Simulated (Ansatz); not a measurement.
Crystal: Sm, diamond type, 2 atoms in the cell.

Theory: Ansatz 0.2.0 development build, PBE, plane waves, PAW datasets (generated soft set 1).

Cutoff 420 eV; k-mesh 12×12×12 Γ-centred; Fermi–Dirac smearing of 0.0612 eV; no spin polarisation; no spin–orbit coupling.

The fit to the energies gives V₀ = 20.915 Å³/atom (a₀ = 5.510 Å), B₀ = 122 GPa, B₀′ = 5.59.

(1) What pressure does the program print at V = 22.178 Å³/atom, and how far above the lowest computed point (V = 20.923 Å³/atom) does the energy lie?

Answers

(1) -6.06 GPa and 25.50 meV/atom. All points:

| V (Å³/atom) | a (Å) | E − E(min) (meV/atom) | P (GPa) |
| --- | --- | --- | --- |
| 19.668 | 5.3986 | 32.32 | 8.88 |
| 20.086 | 5.4366 | 13.63 | 5.51 |
| 20.505 | 5.4741 | 3.19 | 2.55 |
| 20.923 | 5.5111 | 0.00 | -0.05 |
| 21.342 | 5.5476 | 3.17 | -2.33 |
| 21.760 | 5.5836 | 11.90 | -4.32 |
| 22.178 | 5.6192 | 25.50 | -6.06 |

The published all-electron PBE values for this crystal (mean of FLEUR and WIEN2k, k-spacing 0.06 Å⁻¹; Bosoni et al., Nat. Rev. Phys. 6, 45 (2024)) are V₀ = 20.903 Å³/atom, B₀ = 122.5 GPa, B₀′ = 5.66. This run's mesh is coarser (spacing 0.16 Å⁻¹), so part of any difference comes from k-sampling.

The stress includes the program's correction for the finite plane-wave basis.

This cubic structure is a model: it isn't the usual form of the substance at ambient conditions, and such phases are metastable or hypothetical. The k-mesh is modest, so these values aren't fully converged in k. The open f shell is treated without spin here, so this is a model state and not the ground state.
